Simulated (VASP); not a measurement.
Here is a VASP 6.6.1 calculation.

File INCAR:

```
  PREC = Accurate
  ENCUT = 520
  EDIFF = 1E-7
  ISMEAR = 0
  SIGMA = 0.015
  LREAL = F
  LASPH = T
  NELM = 60
  ALGO = Normal
  ISIF = 2
  LWAVE = F
  LCHARG = F
  GGA = PE
  NBANDS = 37
```

Contents of KPOINTS:

```
Automatic mesh
0
Gamma
  6 6 6
```

Contents of POSCAR:

```
Cu2O
1.0
    4.2600000000      0.0000000000      0.0000000000
    0.0000000000      4.2600000000      0.0000000000
    0.0000000000      0.0000000000      4.2600000000
Cu O
4 2
Direct
    0.7500000000      0.2500000000      0.7500000000
    0.7500000000      0.7500000000      0.2500000000
    0.2500000000      0.7500000000      0.7500000000
    0.2500000000      0.2500000000      0.2500000000
    0.5000000000      0.5000000000      0.5000000000
    0.0000000000      0.0000000000      0.0000000000
```

Potentials or basis: VASP PAW PBE potentials, release 64 (Cu, O).

Run with:

```sh
$ cat potpaw_PBE.64/Cu/POTCAR potpaw_PBE.64/O/POTCAR > POTCAR
$ mpirun -np 1 vasp_std > vasp.out
```

Q: Predict the pressure.

A: 4.0 GPa.

Q: What does it give for the band gap on the k mesh?

A: 0.54 eV, direct.

**The experiment to reproduce.**

“Importance of surface oxygen vacancies for ultrafast hot carrier relaxation and transport in Cu2O”, 2021, arxiv:2103.03167 quotes, for a bulk crystal of Cu2O: band gap 2.17 eV (direct).

Against the measured gap of Cu2O, 2.17 eV (direct; quoted in “Importance of surface oxygen vacancies for ultrafast hot carrier relaxation and transport in Cu2O”, 2021, arxiv:2103.03167), the calculated 0.54 eV is off by -1.63 eV. So large a miss can be the level of theory's own, or it may mean another phase, state or a wrong row. The value is that of PBE on a finite k mesh, which can miss the band edges, without temperature or zero-point motion. Semilocal functionals fall short of measured gaps as a rule.
